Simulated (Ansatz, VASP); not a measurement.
Two plane-wave programs on NaF

```xyz
2
Lattice="2.7653 0.0000 0.0000 0.0000 2.7653 0.0000 0.0000 0.0000 2.7653" Properties=species:S:1:pos:R:3 pbc="T T T"
Na    0.0000    0.0000    0.0000
F     1.3826    1.3826    1.3826
```

Alike in both runs: task single point; functional r2SCAN; k mesh 8 × 8 × 8; no spin polarisation.

```csv
,VASP,Ansatz
version,VASP 6.6.1,Ansatz 0.2.0
potentials or method,"VASP PAW PBE potentials, release 64 (Na_pv, F)","plane waves, PAW"
plane-wave cutoff (eV),520,500
occupations,"gaussian, width 0.01 eV",fixed
valence electrons in the cell,14,16
```

```tsv
	VASP	Ansatz	Ansatz less VASP
gap on the k mesh at the Fermi level (eV)	7.33	7.27	-0.058
pressure (GPa)	1.1	1.9	+0.87
```

The two sets of potentials don't hold the same shells in valence.

Caveats: the PAW data sets were made with another functional, which shifts forces and pressure a little (VASP). A k mesh can miss the band edges. r2SCAN opens gaps a little over a GGA but as a rule still falls short of measured ones.
